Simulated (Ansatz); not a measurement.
# InSb: how settings move the results

Aim, for InSb: test the occupation rule and width.

Program: Ansatz 0.2.0. Level of theory: DFT PBE, scalar-relativistic, plane waves, PAW. These are calculated values, not measurements.

1 further run of the same task is left out (set aside as unsound or not needed).

**1. The starting structure**

The structure is orthorhombic, space group Pmmn (No. 59). The conventional cell has a = 5.920 Å, b = 5.938 Å, c = 3.222 Å, α = 90.00°, β = 90.00°, γ = 90.00°. In (site symmetry mm2) has 4 Sb at 3.09 to 3.10 Å and 2 In at 3.22 Å as nearest neighbours. Sb (site symmetry mm2) has 4 In at 3.09 to 3.10 Å and 2 Sb at 3.22 Å as nearest neighbours.

Coordinates:

```xyz
4
Lattice="5.9204 0.0000 0.0000 0.0000 5.9380 0.0000 0.0000 0.0000 3.2225" Properties=species:S:1:pos:R:3 pbc="T T T"
In    0.0000    0.0000    0.0284
In    2.9602    2.9690    3.1941
Sb    0.0000    2.9690    0.8926
Sb    2.9602    0.0000    2.3299
```

The structure comes from the Materials Project (structure only); it is used as listed.

**2. The base run, which the others are set against**

File input.yaml:

```yaml
crystal:
  lattice:
    - [5.92042, 0.0, 0.0]
    - [0.0, 5.938004, 0.0]
    - [0.0, 0.0, 3.222499]
  atoms:
    - { symbol: In, position: [0.0, 0.0, 0.008805] }
    - { symbol: In, position: [0.5, 0.5, 0.991195] }
    - { symbol: Sb, position: [0.0, 0.5, 0.276997] }
    - { symbol: Sb, position: [0.5, 0.0, 0.723003] }
basis:
  ecutwfc: 420
kpoints:
  mp_grid: { grid: [8, 8, 14] }
hamiltonian:
  xc: pbe
scf:
  occupations: { method: gaussian, width: 0.1 }
output:
  forces: true
  stress: true
  eigenvalues: true
  populations: true
```

Its results, from an earlier run: -6041.1563 eV/atom at zero smearing, pressure 0.04 GPa, largest force 0.060 eV/Å, no gap on the mesh, in 7 SCF cycles and 51 s.

**3. Occupation rule and width set to Gaussian 0.02 eV**

File input.yaml:

```yaml
crystal:
  lattice:
    - [5.92042, 0.0, 0.0]
    - [0.0, 5.938004, 0.0]
    - [0.0, 0.0, 3.222499]
  atoms:
    - { symbol: In, position: [0.0, 0.0, 0.008805] }
    - { symbol: In, position: [0.5, 0.5, 0.991195] }
    - { symbol: Sb, position: [0.0, 0.5, 0.276997] }
    - { symbol: Sb, position: [0.5, 0.0, 0.723003] }
basis:
  ecutwfc: 420
kpoints:
  mp_grid: { grid: [8, 8, 14] }
hamiltonian:
  xc: pbe
scf:
  occupations: { method: gaussian, width: 0.02 }
output:
  forces: true
  stress: true
  eigenvalues: true
```

Command:

```sh
$ ansatz run input.yaml --threads 1 --pin off --max-ram 2560MiB --backend cpu --events-out ev --progress --plain --runs-dir out
```

**4. Occupation rule and width: Gaussian 0.2 eV**

Changes to input.yaml since step 3:

```diff
@@ -17,3 +17,3 @@
 scf:
-  occupations: { method: gaussian, width: 0.02 }
+  occupations: { method: gaussian, width: 0.2 }
 output:
```

**5. Occupation rule and width set to Gaussian 0.3 eV**

Changes to input.yaml since step 4:

```diff
@@ -17,3 +17,3 @@
 scf:
-  occupations: { method: gaussian, width: 0.2 }
+  occupations: { method: gaussian, width: 0.3 }
 output:
```

**6. Occupation rule and width: Fermi–Dirac 0.1 eV**

Changes to input.yaml since step 5:

```diff
@@ -17,3 +17,3 @@
 scf:
-  occupations: { method: gaussian, width: 0.3 }
+  occupations: { method: fermi_dirac, width: 0.1 }
 output:
```

**7. Occupation rule and width: Fermi–Dirac 0.3 eV**

Changes to input.yaml since step 6:

```diff
@@ -17,3 +17,3 @@
 scf:
-  occupations: { method: fermi_dirac, width: 0.1 }
+  occupations: { method: fermi_dirac, width: 0.3 }
 output:
```

**8. Occupation rule and width set to Methfessel–Paxton 0.05 eV**

Changes to input.yaml since step 7:

```diff
@@ -17,3 +17,3 @@
 scf:
-  occupations: { method: fermi_dirac, width: 0.3 }
+  occupations: { method: methfessel_paxton, width: 0.05 }
 output:
@@ -22 +22,5 @@
   eigenvalues: true
+  write_density: true
+  write_potential: true
+  elf: true
+  volumetric_format: npy
```

**9. Occupation rule and width set to cold 0.01 eV**

Changes to input.yaml since step 8:

```diff
@@ -17,3 +17,3 @@
 scf:
-  occupations: { method: methfessel_paxton, width: 0.05 }
+  occupations: { method: cold, width: 0.01 }
 output:
@@ -22,5 +22 @@
   eigenvalues: true
-  write_density: true
-  write_potential: true
-  elf: true
-  volumetric_format: npy
```

**10. Occupation rule and width set to cold 0.05 eV**

Changes to input.yaml since step 9:

```diff
@@ -17,3 +17,3 @@
 scf:
-  occupations: { method: cold, width: 0.01 }
+  occupations: { method: cold, width: 0.05 }
 output:
```

**11. Occupation rule and width set to cold 0.2 eV**

Changes to input.yaml since step 10:

```diff
@@ -17,3 +17,3 @@
 scf:
-  occupations: { method: cold, width: 0.05 }
+  occupations: { method: cold, width: 0.2 }
 output:
```

**12. Occupation rule and width: cold 0.3 eV**

Changes to input.yaml since step 11:

```diff
@@ -17,3 +17,3 @@
 scf:
-  occupations: { method: cold, width: 0.2 }
+  occupations: { method: cold, width: 0.3 }
 output:
```

**13. Occupation rule and width: cold 0.5 eV**

Changes to input.yaml since step 12:

```diff
@@ -17,3 +17,3 @@
 scf:
-  occupations: { method: cold, width: 0.3 }
+  occupations: { method: cold, width: 0.5 }
 output:
```

**14. Occupation rule and width set to tetrahedron**

Changes to input.yaml since step 13:

```diff
@@ -17,3 +17,3 @@
 scf:
-  occupations: { method: cold, width: 0.5 }
+  occupations: { method: tetrahedron }
 output:
```

(Steps that only read results are left out.)

Q: Predict the outcome of the series: the values and the trend.

The runs gave:

| quantity | value |
| --- | --- |
| largest energy shift, occupation rule and width | 2.55 meV/atom at Fermi–Dirac 0.3 |

In words: Smearing shifts the free energy by as much as 67.3 meV/atom (Fermi–Dirac 0.3); extrapolating to zero width leaves 2.55 at most. For the widths that shift F most, the extrapolation takes out most of the shift. In a metal, forces and stress under tetrahedra need not match the slope of their energy. The runs treat Sb without spin-orbit coupling.
